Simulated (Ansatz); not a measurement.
# MoS2: the cost of one run

Computed with Ansatz 0.2.0 (DFT PBE+U (U_eff = 6 eV on Mo d), plane waves, PAW, unless a step's input says otherwise).

11 further runs of the same task are left out: 11 that didn't finish.

### Step 1. The structure to begin with

It takes space group R3m (No. 160, trigonal). The conventional cell has a = 3.163 Å, b = 3.163 Å, c = 18.370 Å, α = 90.00°, β = 90.00°, γ = 120.00°. Around Mo (site symmetry 3m) lie 6 S at 2.36 Å. S (site symmetry 3m) has 3 Mo at 2.36 Å as nearest neighbours.

As a file:

```cif
data_structure
_symmetry_space_group_name_H-M 'R3m:H'
_symmetry_Int_Tables_number 160
_cell_length_a 3.1630
_cell_length_b 3.1630
_cell_length_c 18.3700
_cell_angle_alpha 90.000
_cell_angle_beta 90.000
_cell_angle_gamma 120.000
_cell_volume 159.16
loop_
_atom_site_label
_atom_site_type_symbol
_atom_site_symmetry_multiplicity
_atom_site_Wyckoff_symbol
_atom_site_fract_x
_atom_site_fract_y
_atom_site_fract_z
_atom_site_occupancy
Mo1 Mo 3 a 0.00000 0.00000 0.00000 1
S1 S 3 a 0.66667 0.33333 0.08173 1
S2 S 3 a 0.33333 0.66667 0.25157 1
```

An earlier series on this cell reached its lowest free state from «antiferromagnetic site moments held at first, then free», perhaps among other starts.

### Step 2. Total moment held at first, then free, 2.00 μB per cell

File input.yaml:

```yaml
crystal:
  lattice:
    - [1.58149989, 0.91307939, 6.12332821]
    - [-1.58149989, -0.91307939, 12.24665642]
    - [0.0, -3.65231756, 12.24665642]
  atoms:
    - { symbol: Mo, position: [0.0, 0.0, 0.0], spin: 1.0 }
    - { symbol: S, position: [0.7484, 0.7484, 0.0] }
    - { symbol: S, position: [0.5849, 0.5849, 0.0] }
    - { symbol: Mo, position: [0.0, 0.0, 0.5], spin: 1.0 }
    - { symbol: S, position: [0.7484, 0.7484, 0.5] }
    - { symbol: S, position: [0.5849, 0.5849, 0.5] }
basis:
  ecutwfc: 420
  ecutrho_ratio: 4
kpoints:
  mp_grid: { grid: [7, 7, 7] }
hamiltonian:
  xc: pbe
  hubbard:
    sites: [{ site: 0, l: d, u_eff: 6.0 }, { site: 3, l: d, u_eff: 6.0 }]
scf:
  occupations: { method: gaussian, width: 0.05 }
  lower_state_search: "off"
  max_iter: 150
output:
  forces: true
  stress: true
  eigenvalues: true
  populations: true
  hubbard: { sites: [{ site: 0, l: d }, { site: 3, l: d }] }
magnetization:
  spin_polarized: true
  initial_magnetization: 2.0
  spin_locking: { lock_magnetization: soft, n_iters: 12 }
```

The lock is temporary (n_iters 12) and is released on the way.

On the command line:

```console
$ ansatz run input.yaml --threads 4 --pin off --max-ram 6144MiB --backend cpu --events-out ev --progress --plain --runs-dir out
```

What time and memory should one allow on 4 threads of Arm Neoverse V1, shared host?

About 92 s, with a peak of 0.86 GiB.
